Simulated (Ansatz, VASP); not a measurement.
# Two plane-wave programs on Sb

```
CELL_PARAMETERS angstrom
-0.06915 2.27042 2.27042
2.27042 -0.06915 2.27042
2.27042 2.27042 -0.06915
ATOMIC_POSITIONS crystal
Sb 0.00000 0.00000 0.00000
```

Change from the starting cell: equal xy, yz and zx shear strains of -3 %, PAW files.

Alike in both runs: task electric field gradients; functional PBE; k mesh 12 × 12 × 12; occupations fermi-dirac, width 0.05 eV; no spin polarisation.

|  | VASP | Ansatz |
| --- | --- | --- |
| version | VASP 6.6.1 | Ansatz 0.2.0 |
| potentials or method | VASP PAW PBE potentials, release 64 (Sb) | PAW with Ansatz's default frozen-core files, scalar-relativistic |
| plane-wave cutoff (eV) | 520 | 420 |
| valence electrons in the cell | 5 | 15 |

```tsv
	VASP	Ansatz	Ansatz less VASP
pressure (GPa)	9.2	9.3	+0.13
largest component of the traceless stress (GPa)	0.41	0.40	-0.010
Vzz of the field gradient on the site that differs most (V/Å²)	5.3	6.7	+1.41
```

The two sets of potentials don't hold the same shells in valence. Ansatz warned: «gradients_without_spin_orbit».

Spin-orbit coupling is left out, which matters for the levels of Sb.
